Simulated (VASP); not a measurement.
# CoPtO₂: convergence, core levels, initial state

CoPtO₂, R-3m (no. 166), 4 atoms in the cell. PBE, core levels, initial state; PAW potentials Pt, Co, O (PBE set). VASP 6.6.1.

Wanted: core level below the reference within 0.02 eV.

POSCAR:
```
CoPtO2
1.0
    1.4122699173      0.8153744169      5.9393891094
   -1.4122699173      0.8153744169      5.9393891094
    0.0000000000     -1.6307488338      5.9393891094
Pt Co O
1 1 2
Direct
    0.0000000000      0.0000000000      0.0000000000
    0.5000000000      0.5000000000      0.5000000000
    0.1122440300      0.1122440300      0.1122440300
    0.8877559700      0.8877559700      0.8877559700
```

The series start from ENCUT (eV): 600; k mesh: 9 × 9 × 9; EDIFF (eV): 1e-7; PREC: Accurate; LREAL: no; ALGO: Normal. Each series keeps the choices made before it, and each single choice may use up half of a tolerance.

## ENCUT (eV)

| ENCUT (eV) | Core level below the reference, largest deviation (eV) | SCF iterations | Time (s) |
|---|---|---|---|
| 400 | 0.181 | 18 | 90 |
| 500 | 0.022 | 18 | 148 |
| 600 | 0.009 | 18 | 220 |
| 700 | 0.005 | 18 | 311 |
| 800 | 0.005 | 18 | 350 |
| 1000 (reference) | 0.000 | 18 | 444 |

Chosen: 600, the loosest value from which every tighter one stays within half of the tolerance.

## k mesh

| k mesh | Core level below the reference, largest deviation (eV) | SCF iterations | Time (s) |
|---|---|---|---|
| 3 × 3 × 3 | 0.726 | 21 | 61 |
| 4 × 4 × 4 | 0.645 | 18 | 72 |
| 6 × 6 × 6 | 0.244 | 18 | 104 |
| 7 × 7 × 7 | 0.382 | 18 | 128 |
| 9 × 9 × 9 | 0.398 | 18 | 220 |
| 10 × 10 × 10 | 0.123 | 19 | 336 |
| 13 × 13 × 13 (reference) | 0.000 | 19 | 656 |

Chosen: 13 × 13 × 13; the next looser run is off by more than half of the tolerance, so convergence isn't shown beyond this value.

## EDIFF (eV)

| EDIFF (eV) | Core level below the reference, largest deviation (eV) | SCF iterations | Time (s) |
|---|---|---|---|
| 0.0001 | 0.013 | 15 | 486 |
| 1e-5 | 0.006 | 16 | 532 |
| 1e-6 | 0.000 | 18 | 534 |
| 1e-7 | 0.001 | 19 | 656 |
| 1e-8 (reference) | 0.000 | 21 | 1147 |

Chosen: 1e-5.

## PREC

| PREC | Core level below the reference, largest deviation (eV) | SCF iterations | Time (s) |
|---|---|---|---|
| Accurate | 0.000 | 16 | 532 |
| Normal | 0.000 | 16 | 322 |

Chosen: Normal, the fastest of those that stay within half of the tolerance.

## All choices together

| Input | Core level below the reference, largest deviation (eV) | Time (s) |
|---|---|---|
| defaults, on a 7 × 7 × 7 mesh (naive) | 0.389 | 20 |
| chosen settings | 0.014 | 322 |
| reference settings throughout | 0.000 | 1462 |

The chosen settings stay within the tolerance of the reference run, but the reference itself isn't shown to be converged in: k mesh.

Values of the reference run: Core level below the reference: 67.31, 763.7, 507.6, 507.6 eV below the Fermi level.

## The input

INCAR:
```
SYSTEM = CoPtO2
GGA      = PE             ! functional
PREC     = Normal         ! precision mode
ENCUT    = 600            ! plane-wave cutoff, eV
EDIFF    = 1E-5           ! SCF threshold, eV
LREAL    = .FALSE.        ! projectors in reciprocal space
LASPH    = .TRUE.         ! aspherical terms in the spheres
ALGO     = Normal         ! electronic algorithm
NELM     = 120            ! most SCF steps
LWAVE    = .FALSE.        ! write WAVECAR
LCHARG   = .FALSE.        ! write CHGCAR
ISMEAR   = 0              ! smearing method
SIGMA    = 0.02           ! smearing width, eV
ISPIN    = 2              ! spin polarisation
MAGMOM   = 0 2 0 0        ! initial moments
LORBIT   = 11             ! projections on sites
LMAXMIX  = 4              ! l up to which the mixer works
ICORELEVEL= 1            
KPAR     = 4             
```

KPOINTS:
```
Automatic mesh
0
Gamma
  13 13 13
  0 0 0
```

Commands:
```
cat potpaw_PBE.64/Pt/POTCAR potpaw_PBE.64/Co/POTCAR potpaw_PBE.64/O/POTCAR > POTCAR
mpirun -np 4 vasp_std > vasp.out
```

Limits: Levels are depths of Pt 4f, Co 2p, O 1s below the Fermi level, elements in the POSCAR's order.

The chosen input took VASP 6.6.1 322 s on 4 cores (Intel Xeon Platinum 8259CL @ 2.50GHz (Skylake/Cascade Lake)), a shared host.

## An input that fails: one k point for a small cell

It runs to its end, but against the unchanged starting input it is off by 1.767 eV in the core level below the reference.

k mesh: 9 × 9 × 9 becomes 1 × 1 × 1.

Changes against the starting input:
```
- KPAR = 4
```
